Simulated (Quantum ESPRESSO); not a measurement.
# TiO2 (P4_2/mnm) in Quantum ESPRESSO: further runs

Aim: see how the results for TiO2 move with the level of theory and the settings. Levels: PBE+U, vdW-DF-C09, PBE. Tasks: optical spectrum, band structure.

Program: Quantum ESPRESSO 7.5. These are calculated values, not measurements. Logs are shortened: lines on timing, memory, paths and dates and some standing lists are left out, and cuts for length are marked.

**Measured values to compare with.**

“Shallow Valence Band of Rutile GeO2 and P-type Doping”, 2020, arxiv:2011.08928 quotes, for a bulk crystal of TiO2 at 1.6 K: band gap 3.03 eV (direct).

The results are compared with them further down.

**1. The structure**

It takes space group P4_2/mnm (No. 136, tetragonal). Conventional cell: a = 4.600 Å, b = 4.600 Å, c = 2.959 Å, α = 90.00°, β = 90.00°, γ = 90.00°. Around Ti (site symmetry mmm) lie 6 O at 1.95 to 1.98 Å. O (site symmetry m2m) is surrounded by 3 Ti at 1.95 to 1.98 Å.

The cell is a database's computed one.

**2. Optical spectrum, PBE+U, spin-orbit coupling, no magnetisation**

The input, pw.in:

```
&CONTROL
  calculation = 'scf'
  prefix = 'pwscf'
  outdir = './tmp'
  pseudo_dir = './pseudo'
  tprnfor = .true.
  tstress = .true.
  disk_io = 'low'
/
&SYSTEM
  space_group = 136
  A = 4.59983732
  C = 2.95921356
  nat = 2
  ntyp = 2
  ecutwfc = 84
  nbnd = 115
  input_dft = 'pbe'
  occupations = 'smearing'
  smearing = 'fd'
  degauss = 0.00734986
  noncolin = .true.
  lspinorb = .true.
  nosym = .true.
  noinv = .true.
/
&ELECTRONS
  conv_thr = 1.2d-09
  electron_maxstep = 120
  mixing_beta = 0.3
/
ATOMIC_SPECIES
Ti    47.8670 Ti.upf
O     15.9990 O.upf
ATOMIC_POSITIONS crystal_sg
Ti     0.0000000000    0.0000000000    0.5000000000
O      0.3043213200    0.3043213200    0.5000000000
K_POINTS automatic
2 2 4 0 0 0
HUBBARD {atomic}
U Ti-3d 3.0
```

The input, epsilon.in:

```
&INPUTPP
  prefix = 'pwscf'
  outdir = './tmp'
  calculation = 'eps'
/
&ENERGY_GRID
  smeartype = 'gauss'
  intersmear = 0.1
  intrasmear = 0
  wmin = 0
  wmax = 25
  nw = 251
/
```

Potentials or basis: PseudoDojo 0.4 FR PBEsol standard.

Run with:

```sh
> OMP_NUM_THREADS=1 pw.x -in pw.in > pw.out
> OMP_NUM_THREADS=1 epsilon.x -in epsilon.in > epsilon.out
```

pw.out:

```text
This program is part of the open-source Quantum ESPRESSO suite
     for quantum simulation of materials; please cite
         "P. Giannozzi et al., J. Phys.:Condens. Matter 21 395502 (2009);
         "P. Giannozzi et al., J. Phys.:Condens. Matter 29 465901 (2017);
         "P. Giannozzi et al., J. Chem. Phys. 152 154105 (2020);
     in publications or presentations arising from this work. More details at

     IMPORTANT: XC functional enforced from input :
     Exchange-correlation= PBE
                           (   1   4   3   4   0   0   0)
     Any further DFT definition will be discarded
     Please, verify this is what you really want

     G-vector sticks info
     --------------------
     sticks:   dense  smooth     PW     G-vecs:    dense   smooth      PW
     Sum        2025    2025    593                43961    43961    7001

     Using Slab Decomposition

     bravais-lattice index     =            6
     lattice parameter (alat)  =       8.6924  a.u.
     unit-cell volume          =     422.5303 (a.u.)^3
     number of atoms/cell      =            6
     number of atomic types    =            2
     number of electrons       =        48.00
     number of Kohn-Sham states=          115
     kinetic-energy cutoff     =      84.0000  Ry
     charge density cutoff     =     336.0000  Ry
     scf convergence threshold =      1.2E-09
     mixing beta               =       0.3000
     number of iterations used =            8  plain     mixing
     Exchange-correlation= PBE
                           (   1   4   3   4   0   0   0)
     Non magnetic calculation with spin-orbit

     Hubbard projectors: atomic
     Hubbard parameters of DFT+U (Dudarev formulation) in eV:
     U(Ti-3d) =  3.0000

     Internal variables: lda_plus_u =T, lda_plus_u_kind = 0

     Internal variables: orbital_resolved =F, hub_pot_fix =F, apply_U = F

     celldm(1)=   8.692433  celldm(2)=   0.000000  celldm(3)=   0.643330
     celldm(4)=   0.000000  celldm(5)=   0.000000  celldm(6)=   0.000000

     crystal axes: (cart. coord. in units of alat)
               a(1) = (   1.000000   0.000000   0.000000 )
               a(2) = (   0.000000   1.000000   0.000000 )
               a(3) = (   0.000000   0.000000   0.643330 )

     reciprocal axes: (cart. coord. in units 2 pi/alat)
               b(1) = (  1.000000  0.000000  0.000000 )
               b(2) = (  0.000000  1.000000  0.000000 )
               b(3) = (  0.000000  0.000000  1.554412 )

     PseudoPot. # 1 for Ti read from file:
     Ti.upf
     Pseudo is Norm-conserving + core correction, Zval = 12.0
     Generated using ONCVPSP code by D. R. Hamann
     Using radial grid of 1586 points, 10 beta functions with:
                l(1) =   0
                l(2) =   0
                l(3) =   1
                l(4) =   1
                l(5) =   1
                l(6) =   1
                l(7) =   2
                l(8) =   2
                l(9) =   2
               l(10) =   2

     PseudoPot. # 2 for O  read from file:
     O.upf
     Pseudo is Norm-conserving + core correction, Zval =  6.0
     Generated using ONCVPSP code by D. R. Hamann
     Using radial grid of  936 points,  8 beta functions with:
                l(1) =   0
                l(2) =   0
                l(3) =   1
                l(4) =   1
                l(5) =   1
                l(6) =   1
                l(7) =   2
                l(8) =   2

     atomic species   valence    mass     pseudopotential
     Ti               12.00    47.86700     Ti( 1.00)
     O                 6.00    15.99900     O ( 1.00)

[... 475 lines left out ...]
    15.5479  15.5479  15.5487  15.5487  20.5259  20.5259  20.5290  20.5290
    24.0637  24.0637  24.0727  24.0727  24.8465  24.8465  24.8576  24.8576
    25.8472  25.8472  25.8518  25.8518  27.8023  27.8023  27.8037  27.8037
    29.2623  29.2623  29.3043  29.3043  32.2656  32.2656  32.2682  32.2682
    34.5382  34.5382  34.5446  34.5446  35.5622  35.5622  35.5777  35.5777
    36.3110  36.3110  36.3183  36.3183  38.3018  38.3018  38.3027  38.3027
    39.4909  39.4992  39.5068

          k =-0.5000 0.0000-0.7772 (  5500 PWs)   bands (ev):

   -47.9314 -47.9314 -47.9314 -47.9314 -24.8510 -24.8510 -24.8172 -24.8172
   -24.2244 -24.2244 -24.1861 -24.1861 -24.0039 -24.0039 -24.0037 -24.0037
    -7.7857  -7.7857  -7.7854  -7.7854  -7.0726  -7.0726  -7.0532  -7.0532
     4.4421   4.4421   4.4461   4.4461   5.1127   5.1127   5.1140   5.1140
     5.8883   5.8883   5.9177   5.9177   6.8017   6.8017   6.8168   6.8168
     7.2973   7.2973   7.3056   7.3056   8.1985   8.1985   8.2086   8.2086
    11.3822  11.3822  11.3911  11.3911  12.6006  12.6006  12.6132  12.6132
    13.1651  13.1651  13.1855  13.1855  13.8262  13.8262  13.8346  13.8346
    16.0259  16.0259  16.0292  16.0292  21.4614  21.4614  21.4679  21.4679
    23.3559  23.3559  23.3587  23.3587  25.1807  25.1807  25.1883  25.1883
    26.3144  26.3144  26.3156  26.3156  27.1480  27.1480  27.2074  27.2074
    27.6819  27.6819  27.6873  27.6873  32.3757  32.3757  32.3785  32.3785
    34.9737  34.9737  34.9864  34.9864  36.7122  36.7122  36.7225  36.7225
    36.7750  36.7750  36.7789  36.7789  37.5301  37.5301  37.5306  37.5306
    40.7084  40.7119  40.7169

          k =-0.5000 0.0000-0.3886 (  5506 PWs)   bands (ev):

   -47.9569 -47.9569 -47.9569 -47.9569 -24.7541 -24.7541 -24.7289 -24.7289
   -24.1270 -24.1270 -24.1112 -24.1112 -24.0378 -24.0378 -24.0250 -24.0250
    -7.7637  -7.7637  -7.7630  -7.7630  -7.3250  -7.3250  -7.3107  -7.3107
     4.8304   4.8304   4.8344   4.8344   5.1671   5.1671   5.1771   5.1771
     5.6226   5.6226   5.6271   5.6271   6.5217   6.5217   6.5407   6.5407
     7.2955   7.2955   7.3014   7.3014   8.4253   8.4253   8.4291   8.4291
    11.9470  11.9470  11.9567  11.9567  12.6002  12.6002  12.6059  12.6059
    12.9351  12.9351  12.9604  12.9604  14.0205  14.0205  14.0272  14.0272
    15.5479  15.5479  15.5487  15.5487  20.5259  20.5259  20.5290  20.5290
    24.0637  24.0637  24.0727  24.0727  24.8465  24.8465  24.8576  24.8576
    25.8472  25.8472  25.8518  25.8518  27.8023  27.8023  27.8037  27.8037
    29.2623  29.2623  29.3043  29.3043  32.2656  32.2656  32.2682  32.2682
    34.5382  34.5382  34.5446  34.5446  35.5622  35.5622  35.5777  35.5777
    36.3110  36.3110  36.3183  36.3183  38.3018  38.3018  38.3027  38.3027
    39.4909  39.4909  39.5068

          k =-0.5000-0.5000 0.0000 (  5444 PWs)   bands (ev):

   -47.9663 -47.9663 -47.9663 -47.9663 -24.7050 -24.7050 -24.7050 -24.7050
   -24.0877 -24.0877 -24.0877 -24.0877 -23.9531 -23.9531 -23.9531 -23.9531
    -8.1552  -8.1552  -8.1552  -8.1552  -7.0894  -7.0894  -7.0894  -7.0894
     3.7971   3.7971   3.7971   3.7971   5.2432   5.2432   5.2432   5.2432
     6.3749   6.3749   6.3749   6.3749   7.2403   7.2403   7.2403   7.2403
     7.8825   7.8825   7.8825   7.8825   8.1258   8.1258   8.1258   8.1258
    11.3522  11.3522  11.3522  11.3522  11.8570  11.8570  11.8570  11.8570
    13.1492  13.1492  13.1492  13.1492  14.7718  14.7718  14.7718  14.7718
    15.5060  15.5060  15.5060  15.5060  20.4848  20.4848  20.4848  20.4848
    22.2255  22.2255  22.2255  22.2255  23.8973  23.8973  23.8973  23.8973
    27.4726  27.4726  27.4726  27.4726  29.9447  29.9447  29.9447  29.9447
    30.8384  30.8384  30.8384  30.8384  31.3697  31.3697  31.3697  31.3697
    32.1125  32.1125  32.1125  32.1125  35.6747  35.6747  35.6747  35.6747
    36.6099  36.6099  36.6099  36.6099  38.1435  38.1435  38.1435  38.1435
    40.6902  40.6902  40.6903

          k =-0.5000-0.5000 0.3886 (  5516 PWs)   bands (ev):

   -47.9560 -47.9560 -47.9560 -47.9560 -24.7421 -24.7421 -24.7421 -24.7421
   -24.1264 -24.1264 -24.1264 -24.1264 -24.0236 -24.0236 -24.0236 -24.0236
    -7.7325  -7.7325  -7.7325  -7.7325  -7.3279  -7.3279  -7.3279  -7.3279
     4.3152   4.3152   4.3152   4.3152   4.6393   4.6393   4.6393   4.6393
     6.4589   6.4589   6.4589   6.4589   7.2794   7.2794   7.2794   7.2794
     7.5896   7.5896   7.5896   7.5896   7.8406   7.8406   7.8406   7.8406
    12.0779  12.0779  12.0779  12.0779  12.1964  12.1964  12.1964  12.1964
    12.6344  12.6344  12.6344  12.6344  14.9365  14.9365  14.9365  14.9365
    14.9681  14.9681  14.9681  14.9681  20.9561  20.9561  20.9561  20.9561
    22.9926  22.9926  22.9926  22.9926  24.4873  24.4873  24.4873  24.4873
    26.7155  26.7155  26.7155  26.7155  27.1453  27.1453  27.1453  27.1453
    29.5013  29.5013  29.5013  29.5013  32.8451  32.8451  32.8451  32.8451
    33.3128  33.3128  33.3128  33.3128  36.1436  36.1436  36.1436  36.1436
    37.1540  37.1540  37.1540  37.1540  38.1912  38.1912  38.1912  38.1912
    41.0043  41.0043  41.0043

          k =-0.5000-0.5000-0.7772 (  5488 PWs)   bands (ev):

   -47.9343 -47.9343 -47.9343 -47.9343 -24.8294 -24.8294 -24.8294 -24.8294
   -24.2031 -24.2031 -24.2031 -24.2031 -24.0097 -24.0097 -24.0097 -24.0097
    -7.5746  -7.5746  -7.5746  -7.5746  -7.2802  -7.2802  -7.2802  -7.2802
     4.6578   4.6578   4.6578   4.6578   4.7529   4.7529   4.7529   4.7529
     5.6393   5.6393   5.6393   5.6393   6.3859   6.3859   6.3859   6.3859
     8.0282   8.0282   8.0282   8.0282   8.5613   8.5613   8.5613   8.5613
    12.0244  12.0244  12.0244  12.0244  12.5206  12.5206  12.5206  12.5206
    12.6345  12.6345  12.6345  12.6345  14.8491  14.8491  14.8491  14.8491
    14.8616  14.8616  14.8616  14.8616  20.8671  20.8671  20.8671  20.8671
    23.2847  23.2847  23.2847  23.2847  23.9173  23.9173  23.9173  23.9173
    26.2655  26.2655  26.2655  26.2655  28.0515  28.0515  28.0515  28.0515
    28.6642  28.6642  28.6642  28.6642  32.8129  32.8129  32.8129  32.8129
    33.5608  33.5608  33.5609  33.5609  35.3444  35.3444  35.3444  35.3444
    38.0496  38.0496  38.0496  38.0496  40.3400  40.3400  40.3401  40.3401
    42.3503  42.3503  42.3503

          k =-0.5000-0.5000-0.3886 (  5516 PWs)   bands (ev):

   -47.9560 -47.9560 -47.9560 -47.9560 -24.7421 -24.7421 -24.7421 -24.7421
   -24.1264 -24.1264 -24.1264 -24.1264 -24.0236 -24.0236 -24.0236 -24.0236
    -7.7325  -7.7325  -7.7325  -7.7325  -7.3279  -7.3279  -7.3279  -7.3279
     4.3152   4.3152   4.3152   4.3152   4.6393   4.6393   4.6393   4.6393
     6.4589   6.4589   6.4589   6.4589   7.2794   7.2794   7.2794   7.2794
     7.5896   7.5896   7.5896   7.5896   7.8406   7.8406   7.8406   7.8406
    12.0779  12.0779  12.0779  12.0779  12.1964  12.1964  12.1964  12.1964
    12.6344  12.6344  12.6344  12.6344  14.9365  14.9365  14.9365  14.9365
    14.9681  14.9681  14.9681  14.9681  20.9561  20.9561  20.9561  20.9561
    22.9926  22.9926  22.9926  22.9926  24.4873  24.4873  24.4873  24.4873
    26.7155  26.7155  26.7155  26.7155  27.1453  27.1453  27.1453  27.1453
    29.5013  29.5013  29.5013  29.5013  32.8451  32.8451  32.8451  32.8451
    33.3128  33.3128  33.3128  33.3128  36.1436  36.1436  36.1436  36.1436
    37.1540  37.1540  37.1540  37.1540  38.1912  38.1912  38.1912  38.1912
    41.0043  41.0043  41.0043

     the Fermi energy is    10.2215 ev

!    total energy              =    -370.09588168 Ry
     estimated scf accuracy    <          2.1E-10 Ry
     smearing contrib. (-TS)   =      -0.00000163 Ry
     internal energy E=F+TS    =    -370.09588006 Ry

     The total energy is F=E-TS. E is the sum of the following terms:
     one-electron contribution =    -123.58574461 Ry
     hartree contribution      =      85.52929567 Ry
     xc contribution           =     -68.43059509 Ry
     ewald contribution        =    -264.08762740 Ry
     Hubbard energy            =       0.47879137 Ry

     convergence has been achieved in  12 iterations

     Forces acting on atoms (cartesian axes, Ry/au):

     atom    1 type  1   force =    -0.00000005   -0.00000004    0.00000000
     atom    2 type  1   force =    -0.00000003   -0.00000000   -0.00000001
     atom    3 type  2   force =     0.00057984   -0.00057990    0.00000000
     atom    4 type  2   force =    -0.00057986    0.00057982    0.00000001
     atom    5 type  2   force =    -0.00057983   -0.00057982   -0.00000000
     atom    6 type  2   force =     0.00057992    0.00057994   -0.00000000

     Total force =     0.001640     Total SCF correction =     0.000018

     Computing stress (Cartesian axis) and pressure

          total   stress  (Ry/bohr**3)                   (kbar)     P=       75.84
   0.00043764   0.00000000   0.00000000           64.38        0.00        0.00
   0.00000000   0.00043764  -0.00000000            0.00       64.38       -0.00
   0.00000000  -0.00000000   0.00067140            0.00       -0.00       98.77

=------------------------------------------------------------------------------=
   JOB DONE.
=------------------------------------------------------------------------------=
```

It took 9.9 min on 1 thread of Arm Neoverse V1, shared host; peak memory 0.65 GiB.

What came out:

```yaml
Free_energy: -5035.4110 eV
Pressure: 7.6 GPa
Largest_force: 0.021 eV/Å
Band_gap_on_the_k_mesh: 2.07 eV, direct
```

Forces on the atoms (eV/Å):
```
Ti   0.000  0.000  0.000
Ti   0.000  0.000  0.000
O    0.015 -0.015  0.000
O   -0.015  0.015  0.000
O   -0.015 -0.015  0.000
O    0.015  0.015  0.000
```

Stress tensor (GPa, compression positive):
```
6.44 0.00 0.00
0.00 6.44 0.00
0.00 0.00 9.88
```

Dielectric function (mean over the directions given):
| energy (eV) | real part | imaginary part |
| --- | --- | --- |
| 0.30 | 10.42 | 0.01 |
| 0.90 | 10.74 | 0.04 |
| 1.60 | 11.73 | 0.11 |
| 2.30 | 14.46 | 0.38 |
| 3.00 | 21.54 | 6.81 |
| 3.60 | 5.54 | 5.92 |
| 4.30 | 14.12 | 10.76 |
| 5.00 | 0.26 | 7.16 |
| 5.70 | 2.71 | 6.67 |
| 6.30 | 9.10 | 9.94 |
| 7.00 | 10.79 | 21.22 |
| 7.70 | -6.14 | 9.17 |
| 8.40 | -6.15 | 8.21 |
| 9.00 | -4.01 | 5.37 |
| 9.70 | -2.31 | 0.77 |
| 10.40 | -1.01 | 1.77 |
| 11.10 | -2.57 | 0.86 |
| 11.70 | 0.60 | 0.87 |
| 12.40 | -0.40 | 0.44 |
| 13.10 | 3.15 | 2.08 |
| 13.80 | 0.79 | 2.12 |
| 14.40 | -0.81 | 1.37 |
| 15.10 | 1.03 | 2.27 |
| 15.80 | -0.46 | 0.80 |
| 16.50 | 0.57 | 3.22 |
| 17.10 | 0.86 | 0.78 |
| 17.80 | 0.86 | 0.69 |
| 18.50 | 0.15 | 1.52 |
| 19.20 | 1.11 | 1.92 |
| 19.90 | 1.24 | 3.08 |

Caveat: the k mesh is coarse (spacing up to 0.68 Å⁻¹), so the values aren't converged; the potentials were made for another functional, which shifts forces and pressure; the program leaves the non-local potential out of the optical matrix elements, which shifts intensities by tens of percent; spectra need much finer meshes, so this one isn't converged; independent-particle spectra lack excitons. A k mesh can miss the band edges.

[end of part 1 of 2]
